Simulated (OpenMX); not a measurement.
The system is MoP.

```xyz
2
Lattice="3.2230 0.0000 0.0000 -1.6115 2.7912 0.0000 0.0000 0.0000 3.1910" Properties=species:S:1:pos:R:3 pbc="T T T"
Mo    0.0000    0.0000    0.0000
P     0.0000    1.8608    1.5955
```

Base run:

```yaml
Program: OpenMX 3.8.5
Functional: PBE
Potentials_or_basis: OpenMX 2013 PBE set, Mo7.0-s3p2d2f1, P7.0-s3p2d2f1, grid cutoff 400 Ry
k_mesh: 11 × 11 × 9
Occupations: fermi-dirac, width 0.05 eV
Spin: no spin polarisation
```

Its results: pressure 3.5 GPa; largest force 0.007 eV/Å.

Q: The run is repeated on the same cell with these changes: potentials or basis from OpenMX 2013 PBE set, Mo7.0-s3p2d2f1, P7.0-s3p2d2f1, grid cutoff 400 Ry to OpenMX 2013 PBE set, Mo7.0-s3p2d2, P7.0-s2p2d1f1, grid cutoff 400 Ry. What comes out?

A: Pressure 5.8 GPa; largest force 0.007 eV/Å.

Caveats: the basis of atomic orbitals isn't converged, which shifts pressures, moduli and gaps.
